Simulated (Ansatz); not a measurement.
# ZrN under changes of volume

One of the cells (12.167 Å³/atom); the others are scaled copies at fixed shape and fractional positions:

```xyz
2
Lattice="0.0000 2.3000 2.3000 2.3000 0.0000 2.3000 2.3000 2.3000 0.0000" Properties=species:S:1:pos:R:3 pbc="T T T"
Zr    2.3000    2.3000    2.3000
N     0.0000    0.0000    0.0000
```

| Property | Result |
| --- | --- |
| Program | Ansatz 0.2.0 |
| Functional | LDA |
| Potentials or basis | Ansatz PAW |
| Cutoff | 420 eV (not typed: the program's choice for these potentials) |
| k mesh | 10 × 10 × 10 |
| Occupations | fermi-dirac, width 0.05 eV |
| Spin | no spin polarisation |

```csv
volume (Å³/atom),energy over the lowest point (meV/atom),pressure (GPa)
11.437,?,?
11.680,0.00,-2.4
11.924,7.92,-7.8
12.167,23.53,-12.6
12.410,46.07,-16.9
12.654,74.86,-20.8
12.897,109.11,-24.2
```

Q: What does the run at 11.437 Å³/atom give?

A: Energy over the lowest point 0.79 meV/atom; pressure 3.6 GPa.

Worked out: A Birch-Murnaghan fit of order 3 (a polynomial in V^(-2/3)) to the other rows has its minimum at 11.58 Å³/atom, just outside them, with B0 = V·E''(V) = 284 GPa and B' = 4.3. It gives 0.75 meV/atom at 11.437 Å³/atom, against the run's 0.79, and -dE/dV = 3.6 GPa, against 3.6.

Energies are extrapolated to zero smearing.

Caveats: the PAW data sets come from PBE, with cores solved anew for the run's functional, which leaves a small shift of forces and pressure.
